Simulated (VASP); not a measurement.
# PbSe (Fm-3m) in VASP: notebook

Runs on PbSe. Level: PBE+D3(BJ). Tasks: single point, relaxation of cell and atoms.

Program: VASP 6.6.1. These are calculated values, not measurements. Logs are shortened: lines on timing, memory, paths and dates and some standing lists are left out, and cuts for length are marked.

**Experimental background.**

A printed reference work, monograph reports, for a bulk crystal of PbSe at 4.2 K: band gap 0.15 eV (direct).

The results are compared with them further down.

### Step 1. The cell of the first run

The structure is cubic, space group Fm-3m (No. 225). The conventional cell has a = 6.134 Å, b = 6.134 Å, c = 6.134 Å, α = 90.00°, β = 90.00°, γ = 90.00°. Within 4.0 Å of Pb (site symmetry m-3m) lie 6 Se at 3.07 Å. Within 4.0 Å of Se (site symmetry m-3m) lie 6 Pb at 3.07 Å.

### Step 2. Single point, PBE+D3(BJ)

Contents of INCAR:

```
SYSTEM = PbSe
ALGO     = Normal         ! electronic algorithm
EDIFF    = 1E-6           ! SCF threshold, eV
ENCUT    = 520            ! plane-wave cutoff, eV
GGA      = PE             ! functional
ISIF     = 2              ! what is computed and relaxed
ISMEAR   = 0              ! smearing method
IVDW     = 12             ! dispersion correction
LASPH    = .TRUE.         ! aspherical terms in the spheres
LCHARG   = .FALSE.        ! write CHGCAR
LREAL    = .FALSE.        ! projectors in reciprocal space
LWAVE    = .FALSE.        ! write WAVECAR
NBANDS   = 17             ! bands
NELM     = 80             ! most SCF steps
PREC     = Accurate       ! precision mode
SIGMA    = 0.01           ! smearing width, eV
```

Contents of KPOINTS:

```
k-points
0
G
  8 8 8
  0 0 0
```

Contents of POSCAR:

```
PbSe
1.0
    0.0000000000      3.0668773697      3.0668773697
    3.0668773697      0.0000000000      3.0668773697
    3.0668773697      3.0668773697      0.0000000000
Pb Se
1 1
Direct
    0.0000000000      0.0000000000      0.0000000000
    0.5000000000      0.5000000000      0.5000000000
```

Potentials or basis: VASP PAW PBE potentials, release 64 (Pb_d, Se).

Command:

```
cat potpaw_PBE.64/Pb_d/POTCAR potpaw_PBE.64/Se/POTCAR > POTCAR
mpirun -np 1 vasp_std > vasp.out
```

OUTCAR:

```text
SYSTEM = PbSe
   EDIFF = 1E-6
   ENCUT = 520
   GGA = PE
   ISIF = 2
   ISMEAR = 0
   IVDW = 12
   LASPH = .TRUE.
   LREAL = .FALSE.
   NELM = 80
   PREC = Accurate
 IVDW          = 12

 ion  position               nearest neighbor table
   1  0.000  0.000  0.000-   2 3.07   2 3.07   2 3.07   2 3.07   2 3.07   2 3.07
   2  0.500  0.500  0.500-   1 3.07   1 3.07   1 3.07   1 3.07   1 3.07   1 3.07

  LATTYP: Found a face centered cubic cell.
 ALAT       =     6.1337547394

  Lattice vectors:

 A1 = (   0.0000000000,   3.0668773697,   3.0668773697)
 A2 = (   3.0668773697,   0.0000000000,   3.0668773697)
 A3 = (   3.0668773697,   3.0668773697,   0.0000000000)

Analysis of symmetry for initial positions (statically):
=====================================================================
 Subroutine PRICEL returns:
 Original cell was already a primitive cell.

 Routine SETGRP: Setting up the symmetry group for a
 face centered cubic supercell.

 Subroutine GETGRP returns: Found 48 space group operations
 (whereof 48 operations were pure point group operations)
 out of a pool of 48 trial point group operations.

The static configuration has the point symmetry O_h .

Analysis of symmetry for dynamics (positions and initial velocities):
=====================================================================
 Subroutine PRICEL returns:
 Original cell was already a primitive cell.

 Routine SETGRP: Setting up the symmetry group for a
 face centered cubic supercell.

 Subroutine GETGRP returns: Found 48 space group operations
 (whereof 48 operations were pure point group operations)
 out of a pool of 48 trial point group operations.

The dynamic configuration has the point symmetry O_h .

 Subroutine INISYM returns: Found 48 space group operations
 (whereof 48 operations are pure point group operations),
 and found     1 'primitive' translations

----------------------------------------------------------------------------------------

                                     Primitive cell

  volume of cell :      57.6925

  direct lattice vectors                    reciprocal lattice vectors
     0.000000000  3.066877370  3.066877370    -0.163032277  0.163032277  0.163032277
     3.066877370  0.000000000  3.066877370     0.163032277 -0.163032277  0.163032277
     3.066877370  3.066877370  0.000000000     0.163032277  0.163032277 -0.163032277

  length of vectors
     4.337219570  4.337219570  4.337219570     0.282380187  0.282380187  0.282380187

[... 80 lines left out ...]
   EDIFF  = 0.1E-05   stopping-criterion for ELM
   LREAL  =      F    real-space projection
   EDIFFG = 0.1E-04   stopping-criterion for IOM
   NSW    =      0    number of steps for IOM
   IBRION =     -1    ionic relax: 0-MD 1-quasi-New 2-CG
   NFREE  =      0    steps in history (QN), initial steepest desc. (CG)
   ISIF   =      2    stress and relaxation
   ISYM   =      2    0-nonsym 1-usesym 2-fastsym
   POTIM  = 0.5000    time-step for ionic-motion
   TEBEG  =    0.0;   TEEND  =   0.0 temperature during run
   PSTRESS=    0.0 pullay stress
   NELECT =      20.0000    total number of electrons
   NUPDOWN=      -1.0000    fix difference up-down
   EMIN   =  10.00;   EMAX   =-10.00  energy-range for DOS
   EFERMI =   0.00;   METHOD = LEGACY
   ISMEAR =     0;   SIGMA  =   0.01  broadening in eV -4-tet -1-fermi 0-gaus
   EFERMI_NEDOS =   21; number of points for ismear=-14 and -15
   IALGO  =     38    algorithm
   IMIX   =      4    mixing-type and parameters
     AMIX     =   0.40;   BMIX     =  1.00
     AMIX_MAG =   1.60;   BMIX_MAG =  1.00
  volume/ion in A,a.u.               =      28.85       194.66
  Fermi-wavevector in a.u.,A,eV,Ry     =   1.150037  2.173255 17.994858  1.322585
  Thomas-Fermi vector in A             =   2.286703
   LORBIT       =      0    0 simple, 1 ext, 2 COOP (PROOUT), +10 PAW based schemes
   GGA     = PE    functional components
   LHFCALC =     F    Hartree Fock is set to
   AEXX    =    0.0000 exact exchange contribution
   IVDW    =    12    specifies the selected vdW correction
   LEPSILON=     F    determine dielectric tensor
   LRPA    =     F    only Hartree local field effects (RPA)
 non-spin polarized calculation
 Gauss-broadening in eV      SIGMA  =   0.01
  energy-cutoff  :      520.00
  volume of cell :       57.69
 maximum number of plane-waves:      1588
   NGX = 17   NGY = 17   NGZ = 17

 number of electron      19.9999998 magnetization

 Free energy of the ion-electron system (eV)
  ---------------------------------------------------
  ext. energy  EPLUGINS =         0.00000000
  ---------------------------------------------------
  free energy    TOTEN  =        -8.18335279 eV

  energy without entropy =       -8.18335279  energy(sigma->0) =       -8.18335279

 E-fermi :   5.0372     XC(G=0):  -9.5021

 val. band max:        4.9890735555   @ k =   0.5000   0.0000   0.0000
 cond. band min:       5.3007573627   @ k =   0.5000   0.0000   0.0000
 fundamental gap:      0.3116838072
 Fermi energy:         5.0372206733

 k-point     1 :       0.0000    0.0000    0.0000
  band No.  band energies     occupation
      1     -11.8331      2.00000
      2     -11.8331      2.00000
      3     -11.8331      2.00000
      4     -11.8288      2.00000
      5     -11.8288      2.00000
      6      -8.5489      2.00000
[... 457 lines left out ...]
      4     -11.8129      2.00000
      5     -11.7983      2.00000
      6      -7.3084      2.00000
[... 9 lines left out ...]
     16      15.8333      0.00000
     17      15.9115      0.00000

 [... further k-points ...]

------------------------ aborting loop because EDIFF is reached ----------------------------------------

 Edisp (eV)   -0.73200

 E8    (eV) :    -0.3415

  FORCE on cell =-STRESS in cart. coord.  units (eV):
  Direction    XX          YY          ZZ          XY          YZ          ZX
  --------------------------------------------------------------------------------------
  -------------------------------------------------------------------------------------
  Total      -0.00825    -0.00825    -0.00825     0.00000     0.00000     0.00000
  in kB      -0.22915    -0.22915    -0.22915     0.00000     0.00000     0.00000
  external pressure =       -0.23 kB  Pullay stress =        0.00 kB

 VOLUME and BASIS-vectors are now :
 -----------------------------------------------------------------------------
  energy-cutoff  :      520.00
  volume of cell :       57.69
      direct lattice vectors                 reciprocal lattice vectors
     0.000000000  3.066877370  3.066877370    -0.163032277  0.163032277  0.163032277
     3.066877370  0.000000000  3.066877370     0.163032277 -0.163032277  0.163032277
     3.066877370  3.066877370  0.000000000     0.163032277  0.163032277 -0.163032277

 POSITION                                       TOTAL-FORCE (eV/Angst)
 -----------------------------------------------------------------------------------
      0.00000      0.00000      0.00000        -0.000000      0.000000     -0.000000
      3.06688      3.06688      3.06688         0.000000     -0.000000      0.000000
 -----------------------------------------------------------------------------------
    total drift:                                0.000000     -0.000000     -0.000000

  FREE ENERGIE OF THE ION-ELECTRON SYSTEM (eV)
  ---------------------------------------------------
  free  energy   TOTEN  =        -8.9153500203 eV

  energy  without entropy=       -8.9153500203  energy(sigma->0) =       -8.91535002
```

Wall time 37 s (1 thread of AMD EPYC 7R13, shared host); peak memory 0.17 GiB.

Results:

* Free energy: -8.9154 eV
* Pressure: 0.0 GPa
* Band gap on the k mesh: 0.31 eV
* Dispersion energy per atom: -0.366 eV

Caveat: spin-orbit coupling is left out, which moves the levels of the heavy elements.

### Step 3. Relaxation of cell and atoms, PBE+D3(BJ)

This run uses another cell than the first one, of 28.67 Å³/atom.

Contents of INCAR:

```
SYSTEM = PbSe
ALGO = Normal ; EDIFF = 1E-7
EDIFFG = -0.02 ; ENCUT = 600
GGA = PE ; IBRION = 2
ISIF = 3 ; ISMEAR = 0
IVDW = 12 ; LASPH = .TRUE.
LCHARG = .FALSE. ; LREAL = .FALSE.
LWAVE = .FALSE. ; NELM = 60
NSW = 90 ; PREC = Accurate
SIGMA = 0.01
```

KPOINTS is that of step 2.

Contents of POSCAR:

```
PbSe
1.0
    0.0000000000      3.0606500000      3.0606500000
    3.0606500000      0.0000000000      3.0606500000
    3.0606500000      3.0606500000      0.0000000000
Pb Se
1 1
Direct
    0.0000000000      0.0000000000      0.0000000000
    0.5000000000      0.5000000000      0.5000000000
```

Potentials or basis: VASP PAW PBE potentials, release 64 (Pb_d, Se).

Command:

```
cat potpaw_PBE.64/Pb_d/POTCAR potpaw_PBE.64/Se/POTCAR > POTCAR
mpirun -np 1 vasp_std > vasp.out
```

Run time: 2 min. Hardware: 1 thread of AMD EPYC 7R13, shared host; peak memory 0.2 GiB.

Results (log left out):

```yaml
Free_energy: -8.9154 eV
Relaxed_volume: 28.85 Å³/atom
Relaxed_cell: a = 4.338 Å, b = 4.338 Å, c = 4.338 Å, α = 60.00°, β = 60.00°, γ = 60.00°
Space_group_after_relaxing_to_0.1_Å: Fm-3m (No. 225)
Energy_gained_by_relaxing: 0.2 meV/atom
Ionic_steps: 3
Pressure_after_relaxing: 0.0 GPa
Band_gap_on_the_k_mesh: 0.31 eV
Dispersion_energy_per_atom: -0.366 eV
```

Step by step:
```
step  energy change (eV)  largest force (eV/Å)  pressure (GPa)  volume (Å³)
   1              0.0000                0.0000            0.33        57.34
   2             -0.0003                0.0000           -0.11        57.84
   3             -0.0004                0.0000            0.00        57.71
```

Final structure:
```cif
data_structure
_symmetry_space_group_name_H-M 'P 1'
_symmetry_Int_Tables_number 1
_cell_length_a 4.3376
_cell_length_b 4.3376
_cell_length_c 4.3376
_cell_angle_alpha 60.000
_cell_angle_beta 60.000
_cell_angle_gamma 60.000
_cell_volume 57.71
loop_
_atom_site_label
_atom_site_type_symbol
_atom_site_fract_x
_atom_site_fract_y
_atom_site_fract_z
_atom_site_occupancy
Pb1 Pb 0.00000 0.00000 0.00000 1
Se1 Se 0.50000 0.50000 0.50000 1
```

Levels at points of the mesh, in eV from the valence-band top:
```tsv
k point	band 7	band 8	band 9	band 10	band 11	band 12	band 13	band 14
(0.00, 0.00, 0.00)	-6.31	-1.84	-1.84	-1.84	4.70	4.70	4.70	6.53
(0.50, 0.00, 0.00)	-8.76	-1.44	-1.44	0.00	0.31	1.72	1.72	8.55
(0.50, 0.50, 0.00)	-7.37	-4.93	-3.19	-3.19	3.73	5.59	5.59	6.03
```

Caveat: spin-orbit coupling is left out, which moves the levels of the heavy elements. Zero-point motion and thermal expansion aren't in these numbers.

### Step 4. How close it comes

Step 2. Against the measured gap of PbSe, 0.15 eV (direct; 4.2 K; a printed reference work, monograph), the calculated 0.31 eV is off by +0.16 eV. 2 values of this kind are on record (0.15 to 0.28 eV); this one was drawn at random. Spin-orbit coupling on Pb, Se is left out. The value is that of PBE+D3(BJ) on a finite k mesh, which can miss the band edges, without temperature or zero-point motion.
